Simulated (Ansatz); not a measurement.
Input and command of a calculation in Ansatz (plane waves; scalar-relativistic PAW potentials unless the input names others):

```yaml
crystal:
  lattice:
    - [8.89, 0.0, 0.0]
    - [0.0, 7.63, 0.0]
    - [0.0, 0.0, 9.31]
  atoms:
    - { symbol: Ni, position: [0.4978343673, 0.6181302733, 0.5004740483], spin: 1.6 }
    - { symbol: O, position: [0.3535414881, 0.6280860892, 0.5003882279], spin: 0.4 }
    - { symbol: O, position: [0.643878008, 0.5972242162, 0.5005888114], spin: 0.4 }
    - { symbol: Ni, position: [0.4906429727, 0.4091216052, 0.4120631483], spin: 1.6 }
    - { symbol: Ni, position: [0.4905784562, 0.409778323, 0.5899236024], spin: 1.6 }
    - { symbol: O, position: [0.4886195468, 0.5568121627, 0.3695430776], spin: 0.4 }
    - { symbol: O, position: [0.488495477, 0.557790754, 0.6316991449], spin: 0.4 }
    - { symbol: Ni, position: [0.3302572012, 0.4735156717, 0.5007805407], spin: 1.6 }
    - { symbol: Ni, position: [0.6533244251, 0.441186095, 0.5009793936], spin: 1.6 }
    - { symbol: O, position: [0.5630758638, 0.3055338298, 0.5012839237], spin: 0.4 }
basis:
  ecutwfc: 420
kpoints:
  mp_grid: { grid: [1, 1, 1] }
hamiltonian:
  xc: pbe
scf:
  occupations: { method: gaussian, width: 0.05 }
  max_iter: 100
output:
  forces: true
  eigenvalues: true
magnetization:
  spin_polarized: true
```

```bash
ansatz run input.yaml --threads 4 --pin off --max-ram 11264MiB --backend cpu --events-out ev --progress --plain --runs-dir out
```

Abridged log:
```
Basis set: ecut = 420 eV, 12347 PW (Γ), exchange–correlation on 120×108×128 points (8 copies of the dense FFT grid, shifted against one another)
Bands: 78, of which v1, the nominal top of the filled ones, is band 60 counted from 1 (59 counted from 0)
Symmetry: 1 space group operations
k-points: 1
SCF iter   1: F=—  HF=-31727.704548 eV  |F-HF|=—  |Δ(HF+E_count)|=         —  Δρ=8.94e-2 (↑8.94e-2 ↓5.40e-2) dr2=6.34e1  dr2_m=9.76e0  M=4.000 μB ∫|m|=4.168 μB  β_m=0.30  ethr=3.10e-3  ⟨swp⟩=9.5  Hψ=815  notcnv=0  defer=3
Mixer restart at iter 1: flushing history
spin=Collinear: Resta preconditioning applied to the charge; magnetization (m = ρ↑ − ρ↓) channel mixes plain (no charge-response kernel on spin).
SCF iter   2: F=—  HF=-31773.253962 eV  |F-HF|=—  |Δ(HF+E_count)|=    4.55e1  Δρ=8.85e-2 (↑3.14e-2 ↓8.85e-2) dr2=3.77e1  dr2_m=1.31e1  M=1.883 μB ∫|m|=1.967 μB  β_m=0.29  ethr=3.10e-3  ⟨swp⟩=5.0  Hψ=389  notcnv=0  defer=24
SCF iter   3: F=—  HF=-31814.802036 eV  |F-HF|=—  |Δ(HF+E_count)|=    4.15e1  Δρ=4.84e-2 (↑3.36e-2 ↓4.84e-2) dr2=4.68e0  dr2_m=7.99e0  M=2.000 μB ∫|m|=2.084 μB  β_m=0.21  ethr=3.10e-3  ⟨swp⟩=5.0  Hψ=370  notcnv=0  defer=25
SCF iter   4: F=—  HF=-31852.982668 eV  |F-HF|=—  |Δ(HF+E_count)|=    3.82e1  Δρ=3.39e-2 (↑2.85e-2 ↓3.39e-2) dr2=4.53e0  dr2_m=4.19e0  M=2.000 μB ∫|m|=2.066 μB  β_m=0.31  ethr=3.10e-3  ⟨swp⟩=3.0  Hψ=281  notcnv=0  defer=26
SCF iter   5: F=—  HF=-31893.468457 eV  |F-HF|=—  |Δ(HF+E_count)|=    4.05e1  Δρ=2.04e-2 (↑1.63e-2 ↓2.04e-2) dr2=4.74e0  dr2_m=7.11e-1  M=2.000 μB ∫|m|=2.039 μB  β_m=0.35  ethr=3.10e-3  ⟨swp⟩=3.5  Hψ=280  notcnv=0  defer=25
SCF iter   6: F=—  HF=-31899.495940 eV  |F-HF|=—  |Δ(HF+E_count)|=    6.03e0  Δρ=1.40e-2 (↑1.03e-2 ↓1.40e-2) dr2=1.66e0  dr2_m=3.27e-1  M=2.000 μB ∫|m|=2.050 μB  β_m=0.37  ethr=3.10e-3  ⟨swp⟩=3.0  Hψ=237  notcnv=0  defer=25
SCF iter   7: F=—  HF=-31900.649061 eV  |F-HF|=—  |Δ(HF+E_count)|=    1.15e0  Δρ=9.03e-3 (↑9.03e-3 ↓8.90e-3) dr2=1.01e0  dr2_m=1.85e-1  M=2.001 μB ∫|m|=2.052 μB  β_m=0.43  ethr=1.38e-3  ⟨swp⟩=3.0  Hψ=222  notcnv=0  defer=25
SCF iter   8: F=—  HF=-31901.972676 eV  |F-HF|=—  |Δ(HF+E_count)|=    1.32e0  Δρ=4.16e-3 (↑2.98e-3 ↓4.16e-3) dr2=1.87e-1  dr2_m=2.43e-2  M=2.000 μB ∫|m|=2.061 μB  β_m=0.41  ethr=8.42e-4  ⟨swp⟩=3.0  Hψ=244  notcnv=0  defer=25
   ...
SCF iter   8: F=-31902.146336 eV  HF=-31902.146336 eV  |F-HF|=3.00e-8  |Δ(HF+E_count)|=  2.18e-11  Δρ=1.64e-6 (↑1.11e-6 ↓1.64e-6) dr2=2.84e-8  dr2_m=2.65e-9  M=2.000 μB ∫|m|=2.071 μB  ethr=2.38e-11  ⟨swp⟩=2.5  Hψ=654  notcnv=0
SCF 2 converged in 8 iterations: F = -31902.146336 eV  dr2 = 2.84e-8
Following a flipped spin beside the converged state, stage 2: an SCF sets out from the point that it leads to. Its free energy F lies at F - F(close) = +8.727e-2 eV
SCF iter   1: F=—  HF=-31902.061105 eV  |F-HF|=—  |Δ(HF+E_count)|=         —  Δρ=1.99e-4 (↑1.99e-4 ↓1.86e-4) dr2=3.05e-4  dr2_m=1.14e-4  M=0.000 μB ∫|m|=1.590 μB  ethr=2.54e-7  ⟨swp⟩=8.5  Hψ=1521  notcnv=0
spin=Collinear: Resta preconditioning applied to the charge; magnetization (m = ρ↑ − ρ↓) channel mixes plain (no charge-response kernel on spin).
SCF iter   2: F=—  HF=-31902.061232 eV  |F-HF|=—  |Δ(HF+E_count)|=   1.27e-4  Δρ=7.73e-5 (↑7.04e-5 ↓7.73e-5) dr2=7.99e-5  dr2_m=3.79e-6  M= 0.000 μB ∫|m|=1.599 μB  ethr=2.54e-7  ⟨swp⟩=7.0  Hψ=972  notcnv=0
SCF iter   3: F=—  HF=-31902.061222 eV  |F-HF|=—  |Δ(HF+E_count)|=   1.02e-5  Δρ=1.78e-5 (↑1.78e-5 ↓1.72e-5) dr2=5.50e-6  dr2_m=2.47e-7  M= 0.000 μB ∫|m|=1.600 μB  ethr=6.65e-8  ⟨swp⟩=5.0  Hψ=608  notcnv=0
SCF iter   4: F=—  HF=-31902.061221 eV  |F-HF|=—  |Δ(HF+E_count)|=   7.12e-7  Δρ=8.16e-6 (↑8.16e-6 ↓6.72e-6) dr2=1.40e-6  dr2_m=2.85e-8  M= 0.000 μB ∫|m|=1.601 μB  ethr=4.58e-9  ⟨swp⟩=4.0  Hψ=488  notcnv=0
SCF iter   5: F=—  HF=-31902.061221 eV  |F-HF|=—  |Δ(HF+E_count)|=   1.32e-7  Δρ=1.87e-6 (↑1.77e-6 ↓1.87e-6) dr2=6.13e-8  dr2_m=2.80e-9  M= 0.000 μB ∫|m|=1.601 μB  ethr=8.33e-11  ⟨swp⟩=4.5  Hψ=633  notcnv=0
SCF iter   6: F=-31902.061221 eV  HF=-31902.061221 eV  |F-HF|=4.49e-9  |Δ(HF+E_count)|=   5.48e-9  Δρ=5.26e-7 (↑5.26e-7 ↓3.73e-7) dr2=4.50e-9  dr2_m=2.58e-10  M= 0.000 μB ∫|m|=1.601 μB  ethr=5.11e-11  ⟨swp⟩=3.0  Hψ=504  notcnv=0
SCF iter   7: F=-31902.061221 eV  HF=-31902.061221 eV  |F-HF|=4.54e-9  |Δ(HF+E_count)|=  1.46e-11  Δρ=5.29e-7 (↑5.29e-7 ↓3.75e-7) dr2=4.54e-9  dr2_m=2.60e-10  M= 0.000 μB ∫|m|=1.601 μB  ethr=3.75e-12  ⟨swp⟩=2.5  Hψ=532  notcnv=0
SCF 3 converged in 7 iterations: F = -31902.061221 eV  dr2 = 4.54e-9
SCF converged after 22 iterations
Magnetization: 2.0000 μB (61.0000 up, 59.0000 down)
Absolute magnetization: 2.0907 μB (∫|ρ↑−ρ↓|, with the PAW one-centre terms)
Spin contamination: 0.0050 ħ² per cell (⟨S²⟩ above its minimum at these occupations)
Per-site moments (μB) at R_I (Å): [(0.05357980, 0.53006710), (0.05882235, 0.49392981), (0.07091473, 0.49233298), (0.24045762, 0.49274093), (0.24051856, 0.49276174), (0.15875792, 0.49274093), (0.15878660, 0.49276174), (0.06005261, 0.49392981), (0.08961868, 0.49233298), (0.03922263, 0.54020010)]
Free energy (F): -31902.146336 eV
Harris-Foulkes:  -31902.146336 eV  (|F-HF|=1.48e-8)
Internal energy: -31902.146336 eV  (E = F + TS)
E sigma→0 (E₀):  -31902.146336 eV
Entropy (-TS):    0.000000 eV ( 0.000 meV/atom)
Fermi energy:    -0.829956 eV
--- Forces (eV/Å), atoms counted from 1 ---
  atom   1  Ni    14.53370748    62.69843546    -0.18860947
  atom   2  O    -40.12349638    61.98163219    -0.21439678
  atom   3  O     40.07127492    61.59496962    -0.16854801
  atom   4  Ni   -20.16528098   -58.89148553   -49.20598275
  atom   5  Ni   -20.20606638   -58.56431179    49.56941634
  atom   6  O     -1.99450280    47.45536513   -63.94958806
  atom   7  O     -2.05800837    47.83035617    63.65578055
  atom   8  Ni   -50.96041924   -56.07581964     0.15766606
  atom   9  Ni    68.26401684   -37.79659221     0.13819874
  atom  10  O     12.63867294   -70.23285436     0.20610553
```

Q: The run was meant for a cell not far from equilibrium. What should be changed?

A: The fault is a lattice far too small (lattice vectors times 0.700). Setting it back cures it. The run converged all the same, with an energy at zero smearing 11.9 eV/atom above the reference's, largest force 79.659 eV/Å, gap on the mesh 0.33 eV, so convergence alone doesn't show that an input is right. A reference run of the cell with lattice vectors 12.7000 0.0000 0.0000; 0.0000 10.9000 0.0000; 0.0000 0.0000 13.3000 Å and the atoms in their places converged, and the end of its own relaxation has largest force 0.022 eV/Å, gap on the mesh 0.27 eV.

Time: 21 s on 4 threads of AMD EPYC 9R45 96-Core Processor (Zen 5), with other jobs on the host, peak memory 0.76 GiB.